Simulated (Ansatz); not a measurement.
## Ligand exchange: C3H7Br + GaH2(NH2) → C3H9N + GaH2Br

Species: C3H7Br (1-bromopropane) `CCCBr`, singlet; GaH2(NH2), singlet; C3H9N (propylamine) `CCCN`, singlet; GaH2Br `[GaH2][Br]`, singlet. The partners trade Br for NH2: C–Br and Ga–NH2 bonds give way to C–NH2 and Ga–Br.

Shapes, held fixed at every level: PBE0-D4/def2-TZVP. Flexible molecules stand in one conformer, not always the lowest. Programs: Ansatz 0.2.0. Electronic energies: no zero-point or thermal term.

(1) Estimate ΔE of this reaction.

Results:

(1) The highest level, CCSD(T)/def2-TZVPP, gives ΔE = -55.5 kJ/mol; the levels span -81.7 to -51.0. The column of differences is taken from that level and isn't an error. No measured value is set beside it here. Relativity is left out for Br, Ga. Outer-core shells of Br, Ga are correlated in most correlated rows, in sets that cover them unevenly.

| level | kind | ΔE (kJ/mol) | less CCSD(T)/def2-TZVPP |
| --- | --- | --- | --- |
| HF/def2-TZVPP | Hartree–Fock | -81.7 | -26.2 |
| PBE-D4/def2-TZVPP | GGA | -57.7 | -2.2 |
| r2SCAN-D4/def2-TZVPP | meta-GGA | -59.6 | -4.1 |
| B3LYP-D4/def2-TZVPP | global hybrid | -59.5 | -4.0 |
| PBE0-D4/def2-TZVPP | global hybrid | -65.3 | -9.8 |
| MP2/def2-TZVPP | perturbation theory | -51.0 | +4.5 |
| CCSD/def2-TZVPP | coupled cluster or CI | -59.2 | -3.7 |
| CCSD(T)/def2-TZVPP | coupled cluster or CI | -55.5 | 0.0 |
